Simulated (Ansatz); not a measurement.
# Cu: the cost of one run

Method: DFT PBE, scalar-relativistic, in Ansatz 0.2.0.

### Step 1. The starting structure

Symmetry: Fm-3m, No. 225, cubic system. Conventional cell: a = 3.615 Å, b = 3.615 Å, c = 3.615 Å, α = 90.00°, β = 90.00°, γ = 90.00°. Around Cu (site symmetry m-3m) lie 12 Cu at 2.56 Å.

As a file:

```xyz
1
Lattice="0.0000 1.8075 1.8075 1.8075 0.0000 1.8075 1.8075 1.8075 0.0000" Properties=species:S:1:pos:R:3 pbc="T T T"
Cu    0.0000    0.0000    0.0000
```

### Step 2. The deformed structure

Space group Fm-3m before, I4/mmm after.

### Step 3. LAPW, all electrons

input.yaml

```yaml
crystal:
  lattice:
    - [0.0, 1.8075, 1.77135]
    - [1.8075, 0.0, 1.77135]
    - [1.8075, 1.8075, 0.0]
  atoms:
    - { symbol: Cu, position: [0.0, 0.0, 0.0] }
kpoints:
  mp_grid: { grid: [19, 19, 19] }
  band_path:
    path:
      - [0.0, 0.0, 0.0]
      - [0.0, 0.5, 0.5]
      - [0.25, 0.75, 0.5]
      - [0.0, 0.5, 0.0]
      - [0.0, 0.0, 0.0]
      - [0.5, 0.5, 0.0]
      - [0.3801541025, 0.6198458975, 0.0]
      - [-0.3801541025, 0.3801541025, 0.0]
      - [0.0, 0.0, 0.0]
    npoints: 5
scf:
  occupations: { method: fermi_dirac, width: 0.08 }
hamiltonian:
  xc: pbe
  pseudopotentials: { kind: all_electron, lapw: { basis_error: 0.00025 } }
output:
  forces: true
  stress: true
  eigenvalues: true
```

Run with:

```console
$ ansatz run input.yaml --threads 1 --pin off --max-ram 3072MiB --backend cpu --events-out ev --progress --plain --runs-dir out
```

**Question.** How long does this run take on 1 thread of Intel Xeon Platinum 8488C (Sapphire Rapids), shared host, and how much memory does it need?

About 35 s, with a peak of 0.74 GiB.
